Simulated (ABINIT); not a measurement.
The system is Fe.

```xyz
1
Lattice="-1.4430 1.4430 1.4430 1.4430 -1.4430 1.4430 1.4430 1.4430 -1.4430" Properties=species:S:1:pos:R:3 pbc="T T T"
Fe    0.0000    0.0000    0.0000
```

Base run:

| Quantity | Value |
| --- | --- |
| Program | ABINIT 10.8.3 (patched build) |
| Functional | PBE |
| Potentials or basis | JTH PAW PBE v2.0 |
| Cutoff | 707 eV |
| k mesh | 10 × 10 × 10 |
| Occupations | fermi-dirac, width 0.05 eV |
| Spin | collinear spin, ferromagnetic start |
| Starting moments | [3.0] μB |

Its results: band gap on the k mesh none (metal or under the smearing width); pressure -12.0 GPa; net moment 2.17 μB per cell; site moments Fe +2.24 μB.

The run is repeated on the same cell with these changes: k mesh from 10 × 10 × 10 to 8 × 8 × 8. What comes out?

Band gap on the k mesh none (metal or under the smearing width); pressure -8.1 GPa; net moment 2.36 μB per cell; site moments Fe +2.43 μB.

Caveats: some runs use coarse meshes.
